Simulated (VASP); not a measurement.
# C (P6_3/mmc) in VASP: relaxation of cell and atoms with PBE+D3(BJ)

Aim: the relaxation of cell and atoms of C with PBE+D3(BJ).

Everything below comes from runs of VASP 6.6.1. Logs are shortened: lines on timing, memory, paths and dates and some standing lists are left out, and cuts for length are marked.

## (1) The crystal as given

Symmetry: P6_3/mmc, No. 194, hexagonal system. Conventional cell: a = 2.465 Å, b = 2.465 Å, c = 6.691 Å, α = 90.00°, β = 90.00°, γ = 120.00°. C (site symmetry -6m2) is surrounded by 3 C at 1.42 Å. Around C (site symmetry -6m2) lie 3 C at 1.42 Å.

## (2) Relaxation of cell and atoms, PBE+D3(BJ)

Input file INCAR:

```
ALGO = Normal
EDIFF = 1E-7
EDIFFG = -0.005
ENCUT = 600
GGA = PE
IBRION = 2
ISIF = 3
ISMEAR = 0
IVDW = 12
LASPH = True
LCHARG = False
LREAL = False
LWAVE = False
NELM = 80
NSW = 90
PREC = Accurate
SIGMA = 0.03
```

Input file KPOINTS:

```
k-points
0
Gamma
  12 12 4
```

Input file POSCAR:

```
C                                       
1.0
    2.4648513586     -0.0000000000      0.0000000000
   -1.2324256793      2.1346238934     -0.0000000000
   -0.0000000000     -0.0000000000      6.6906076104
  C             
     4
Direct
     0.0000000000000000    0.0000000000000000    0.2500000000000000
     0.0000000000000000    0.0000000000000000    0.7500000000000000
     0.3333333300000021    0.6666666699999979    0.2500000000000000
     0.6666666699999979    0.3333333300000021    0.7500000000000000
```

Potentials or basis: VASP PAW PBE potentials, release 64 (C).

Run with:

```
$ cat potpaw_PBE.64/C/POTCAR > POTCAR
$ mpirun -np 1 vasp_std > vasp.out
```

OUTCAR:

```text
EDIFF = 1E-7
   EDIFFG = -0.005
   ENCUT = 600
   GGA = PE
   IBRION = 2
   ISIF = 3
   ISMEAR = 0
   IVDW = 12
   LASPH = True
   LREAL = False
   NELM = 80
   NSW = 90
   PREC = Accurate
 IVDW          = 12

 ion  position               nearest neighbor table
   1  0.000  0.000  0.250-   3 1.42   3 1.42   3 1.42
   2  0.000  0.000  0.750-   4 1.42   4 1.42   4 1.42
   3  0.333  0.667  0.250-   1 1.42   1 1.42   1 1.42
   4  0.667  0.333  0.750-   2 1.42   2 1.42   2 1.42

  LATTYP: Found a hexagonal cell.
 ALAT       =     2.4648513586
 C/A-ratio  =     2.7144061191

  Lattice vectors:

 A1 = (   2.4648513586,   0.0000000000,   0.0000000000)
 A2 = (  -1.2324256793,   2.1346238934,   0.0000000000)
 A3 = (   0.0000000000,   0.0000000000,   6.6906076104)

Analysis of symmetry for initial positions (statically):
=====================================================================
 Subroutine PRICEL returns:
 Original cell was already a primitive cell.

 Routine SETGRP: Setting up the symmetry group for a
 hexagonal supercell.

 Subroutine GETGRP returns: Found 24 space group operations
 (whereof 12 operations were pure point group operations)
 out of a pool of 24 trial point group operations.

The static configuration has the point symmetry D_3d.
 The point group associated with its full space group is D_6h.

Analysis of symmetry for dynamics (positions and initial velocities):
=====================================================================
 Subroutine PRICEL returns:
 Original cell was already a primitive cell.

 Routine SETGRP: Setting up the symmetry group for a
 hexagonal supercell.

 Subroutine GETGRP returns: Found 24 space group operations
 (whereof 12 operations were pure point group operations)
 out of a pool of 24 trial point group operations.

The dynamic configuration has the point symmetry D_3d.
 The point group associated with its full space group is D_6h.

 Subroutine INISYM returns: Found 24 space group operations
 (whereof 12 operations are pure point group operations),
 and found     1 'primitive' translations

----------------------------------------------------------------------------------------

                                     Primitive cell

  volume of cell :      35.2028

  direct lattice vectors                    reciprocal lattice vectors
     2.464851359  0.000000000  0.000000000     0.405703977  0.234233301  0.000000000
    -1.232425679  2.134623893  0.000000000     0.000000000  0.468466601  0.000000000
     0.000000000  0.000000000  6.690607610     0.000000000  0.000000000  0.149463256

  length of vectors
     2.464851359  2.464851359  6.690607610     0.468466601  0.468466601  0.149463256

  position of ions in fractional coordinates (direct lattice)
     0.000000000  0.000000000  0.250000000
     0.000000000  0.000000000  0.750000000
     0.333333330  0.666666670  0.250000000
     0.666666670  0.333333330  0.750000000

  ion indices of the primitive-cell ions
   primitive index   ion index
                 1           1
                 2           2
                 3           3
                 4           4

----------------------------------------------------------------------------------------

 KPOINTS: k-points

Automatic generation of k-mesh.
 Grid dimensions read from file:
 generate k-points for:   12   12    4

 Generating k-lattice:

  Cartesian coordinates                     Fractional coordinates (reciprocal lattice)
     0.033808665  0.019519442  0.000000000     0.083333333  0.000000000  0.000000000
     0.000000000  0.039038883  0.000000000     0.000000000  0.083333333  0.000000000
     0.000000000  0.000000000  0.037365814     0.000000000  0.000000000  0.250000000

  Length of vectors
     0.039038883  0.039038883  0.037365814

  Shift w.r.t. Gamma in fractional coordinates (k-lattice)
     0.000000000  0.000000000  0.000000000

 Subroutine IBZKPT returns following result:
 ===========================================

 Found     57 irreducible k-points:

 Following reciprocal coordinates:
            Coordinates               Weight
  0.000000  0.000000  0.000000      1.000000
  0.083333  0.000000  0.000000      6.000000
  0.166667  0.000000  0.000000      6.000000
  0.250000  0.000000  0.000000      6.000000
  0.333333  0.000000  0.000000      6.000000
  0.416667  0.000000  0.000000      6.000000
[... 16 lines left out ...]
  0.250000  0.000000  0.250000     12.000000
  0.333333  0.000000  0.250000     12.000000
 [... further k-points ...]
   k-points           NKPTS =     57   k-points in BZ     NKDIM =     57   number of bands    NBANDS=     12
   number of dos      NEDOS =    301   number of ions     NIONS =      4
   total plane-waves  NPLWV =  21600
   dimension x,y,z NGX =    20 NGY =   20 NGZ =   54
   dimension x,y,z NGXF=    40 NGYF=   40 NGZF=  108
   ions per type =               4
   NGX,Y,Z   is equivalent  to a cutoff of  13.49, 13.49, 13.42 a.u.
   NGXF,Y,Z  is equivalent  to a cutoff of  26.98, 26.98, 26.84 a.u.
 SYSTEM =  unknown system
   PREC   = accura    normal or accurate (medium, high low for compatibility)
   ISTART =      0    job   : 0-new  1-cont  2-samecut
   ICHARG =      2    charge: 1-file 2-atom 10-const
   ISPIN  =      1    spin polarized calculation?
   LNONCOLLINEAR =      F non collinear calculations
   LSORBIT =      F    spin-orbit coupling
   LASPH  =      T    aspherical Exc in radial PAW
   ENCUT  =  600.0 eV  44.10 Ry    6.64 a.u.   4.92  4.92 13.36*2*pi/ulx,y,z
   NELM   =     80;   NELMIN=  2; NELMDL= -5     # of ELM steps
   EDIFF  = 0.1E-06   stopping-criterion for ELM
   LREAL  =      F    real-space projection
   EDIFFG = -.5E-02   stopping-criterion for IOM
   NSW    =     90    number of steps for IOM
   IBRION =      2    ionic relax: 0-MD 1-quasi-New 2-CG
   NFREE  =      1    steps in history (QN), initial steepest desc. (CG)
   ISIF   =      3    stress and relaxation
   ISYM   =      2    0-nonsym 1-usesym 2-fastsym
   POTIM  = 0.5000    time-step for ionic-motion
   TEBEG  =    0.0;   TEEND  =   0.0 temperature during run
   PSTRESS=    0.0 pullay stress
   NELECT =      16.0000    total number of electrons
   NUPDOWN=      -1.0000    fix difference up-down
   EMIN   =  10.00;   EMAX   =-10.00  energy-range for DOS
   EFERMI =   0.00;   METHOD = LEGACY
   ISMEAR =     0;   SIGMA  =   0.03  broadening in eV -4-tet -1-fermi 0-gaus
   EFERMI_NEDOS =   21; number of points for ismear=-14 and -15
   IALGO  =     38    algorithm
   IMIX   =      4    mixing-type and parameters
     AMIX     =   0.40;   BMIX     =  1.00
     AMIX_MAG =   1.60;   BMIX_MAG =  1.00
  volume/ion in A,a.u.               =       8.80        59.39
  Fermi-wavevector in a.u.,A,eV,Ry     =   1.258700  2.378598 21.556064  1.584326
  Thomas-Fermi vector in A             =   2.392297
   LORBIT       =      0    0 simple, 1 ext, 2 COOP (PROOUT), +10 PAW based schemes
   GGA     = PE    functional components
   LHFCALC =     F    Hartree Fock is set to
   AEXX    =    0.0000 exact exchange contribution
   IVDW    =    12    specifies the selected vdW correction
   LEPSILON=     F    determine dielectric tensor
   LRPA    =     F    only Hartree local field effects (RPA)
 conjugate gradient relaxation of ions
 non-spin polarized calculation
 Gauss-broadening in eV      SIGMA  =   0.03
  energy-cutoff  :      600.00
  volume of cell :       35.20
 maximum number of plane-waves:      1203
 NGX is ok and might be reduce to    20
   NGX =  9   NGY =  9   NGZ = 27

--------------------------------------- Ionic step        1  -------------------------------------------

 number of electron      16.0000001 magnetization

 Free energy of the ion-electron system (eV)
  ---------------------------------------------------
  ext. energy  EPLUGINS =         0.00000000
  ---------------------------------------------------
  free energy    TOTEN  =       -36.84452876 eV

  energy without entropy =      -36.84400772  energy(sigma->0) =      -36.84426824

------------------------ aborting loop because EDIFF is reached ----------------------------------------

 Edisp (eV)   -0.62753

 E8    (eV) :    -0.1779

  FORCE on cell =-STRESS in cart. coord.  units (eV):
  Direction    XX          YY          ZZ          XY          YZ          ZX
  --------------------------------------------------------------------------------------
  -------------------------------------------------------------------------------------
  Total       0.06363     0.06363    -0.02968     0.00000     0.00000     0.00000
  in kB       2.89576     2.89576    -1.35083     0.00000     0.00000     0.00000
  external pressure =        1.48 kB  Pullay stress =        0.00 kB
[... 191 lines left out ...]
  energy  without entropy=      -37.4715629519  energy(sigma->0) =      -37.47182315

--------------------------------------- Ionic step        6  -------------------------------------------

 number of electron      16.0000001 magnetization

 Free energy of the ion-electron system (eV)
  ---------------------------------------------------
  ext. energy  EPLUGINS =         0.00000000
  ---------------------------------------------------
  free energy    TOTEN  =       -36.84360849 eV

  energy without entropy =      -36.84308930  energy(sigma->0) =      -36.84334889

 E-fermi :   4.7046     XC(G=0): -10.3515

 val. band max:        4.7029825769   @ k =   0.3333   0.3333   0.5000
 cond. band min:       4.7051018706   @ k =   0.3333   0.3333   0.2500
 fundamental gap:      0.0021192937
 Fermi energy:         4.7046487612

 k-point     1 :       0.0000    0.0000    0.0000
  band No.  band energies     occupation
      1     -14.9416      2.00000
      2     -14.6317      2.00000
      3      -3.8172      2.00000
      4      -1.8077      2.00000
      5       1.6931      2.00000
      6       1.6931      2.00000
      7       1.7123      2.00000
      8       1.7123      2.00000
      9       9.0368      0.00000
     10      13.0292      0.00000
     11      13.0306      0.00000
     12      13.0831      0.00000
[... 331 lines left out ...]
 k-point    24 :       0.3333    0.0000    0.2500
  band No.  band energies     occupation
      1     -12.2949      2.00000
      2     -12.1099      2.00000
      3      -4.9439      2.00000
      4      -4.8457      2.00000
      5      -1.0615      2.00000
      6      -1.0229      2.00000
      7      -0.4888      2.00000
      8       0.7225      2.00000
      9       9.3099      0.00000
     10       9.9671      0.00000
     11      12.2906      0.00000
     12      12.4712      0.00000

 [... further k-points ...]

------------------------ aborting loop because EDIFF is reached ----------------------------------------

 Edisp (eV)   -0.62850

 E8    (eV) :    -0.1782

  FORCE on cell =-STRESS in cart. coord.  units (eV):
  Direction    XX          YY          ZZ          XY          YZ          ZX
  --------------------------------------------------------------------------------------
  -------------------------------------------------------------------------------------
  Total      -0.00124    -0.00124    -0.01995    -0.00000     0.00000     0.00000
  in kB      -0.05640    -0.05640    -0.90867    -0.00000     0.00000     0.00000
  external pressure =       -0.34 kB  Pullay stress =        0.00 kB
[... 19 lines left out ...]
  FREE ENERGIE OF THE ION-ELECTRON SYSTEM (eV)
  ---------------------------------------------------
  free  energy   TOTEN  =       -37.4721067254 eV

  energy  without entropy=      -37.4715875422  energy(sigma->0) =      -37.47184713

 reached required accuracy - stopping structural energy minimisation
```

Wall time 41 s (1 thread of Intel Xeon Platinum 8488C (Sapphire Rapids), shared host); peak memory 0.17 GiB.

Results:

| Property | Result |
| --- | --- |
| Free energy | -37.4721 eV |
| Relaxed volume | 8.79 Å³/atom |
| Relaxed cell | a = 2.465 Å, b = 2.465 Å, c = 6.682 Å, α = 90.00°, β = 90.00°, γ = 120.00° |
| Space group after relaxing (to 0.05 Å) | P6_3/mmc (No. 194) |
| Energy gained by relaxing | 0.0 meV/atom |
| Ionic steps | 6 |
| Pressure after relaxing | 0.0 GPa |
| Band gap on the k mesh | none (metal or under the smearing width) |
| Dispersion energy per atom | -0.157 eV |

Stress tensor (GPa, compression positive):
```
-0.01  0.00  0.00
 0.00 -0.01  0.00
 0.00  0.00 -0.09
```

Final structure:
```cif
data_structure
_symmetry_space_group_name_H-M 'P 1'
_symmetry_Int_Tables_number 1
_cell_length_a 2.4654
_cell_length_b 2.4654
_cell_length_c 6.6816
_cell_angle_alpha 90.000
_cell_angle_beta 90.000
_cell_angle_gamma 120.000
_cell_volume 35.17
loop_
_atom_site_label
_atom_site_type_symbol
_atom_site_fract_x
_atom_site_fract_y
_atom_site_fract_z
_atom_site_occupancy
C1 C 0.00000 0.00000 0.25000 1
C2 C 0.00000 0.00000 0.75000 1
C3 C 0.33333 0.66667 0.25000 1
C4 C 0.66667 0.33333 0.75000 1
```
